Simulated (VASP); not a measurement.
## ZnSe (Stilleite): relaxation of the atoms with PBE

ZnSe (Stilleite):

```
Zn Se
1.0
     0.00000    2.85474    2.85474
     2.85474    0.00000    2.85474
     2.85474    2.85474    0.00000
Zn Se
1 1
Direct
  0.00000 0.00000 0.00000
  0.25000 0.25000 0.25000
```

The cell isn't the ideal one: a relaxed cell with its volume scaled by 0.98.

- Program: VASP 6.6.1
- Task: relaxation of the atoms
- Functional: PBE
- Potentials or basis: VASP PAW PBE potentials, release 64 (Zn, Se)
- Cutoff: 300 eV
- k mesh: 4 × 4 × 4
- Occupations: gaussian, width 0.03 eV
- Spin: no spin polarisation
- Further INCAR settings: ALGO = Normal; EDIFF = 1e-07; IBRION = 2; EDIFFG = -0.01; NSW = 40

```json
{
 "Band gap on the k mesh": "1.18 eV, direct"
}
```

Final structure:
```cif
data_structure
_symmetry_space_group_name_H-M 'P 1'
_symmetry_Int_Tables_number 1
_cell_length_a 4.0372
_cell_length_b 4.0372
_cell_length_c 4.0372
_cell_angle_alpha 60.000
_cell_angle_beta 60.000
_cell_angle_gamma 60.000
_cell_volume 46.53
loop_
_atom_site_label
_atom_site_type_symbol
_atom_site_fract_x
_atom_site_fract_y
_atom_site_fract_z
_atom_site_occupancy
Zn1 Zn 0.00000 0.00000 0.00000 1
Se1 Se 0.25000 0.25000 0.25000 1
```

Levels at points of the mesh, in eV from the valence-band top:
```csv
k point,band 7,band 8,band 9,band 10,band 11,band 12
"(0.00, 0.00, 0.00)",0.00,0.00,0.00,1.18,5.78,5.78
"(0.50, 0.00, 0.00)",-5.11,-0.84,-0.84,2.48,6.36,6.36
"(0.50, 0.50, 0.00)",-4.68,-2.12,-2.12,3.01,3.44,10.58
```

It took 5.4 s on 1 thread of AMD EPYC 7R13 Processor (Zen 3), on a shared host, peak memory 0.1 GiB.

Caveat: the k mesh is coarse (spacing up to 0.48 Å⁻¹), so the values aren't converged; the relaxation stopped at its first step, so nothing moved.
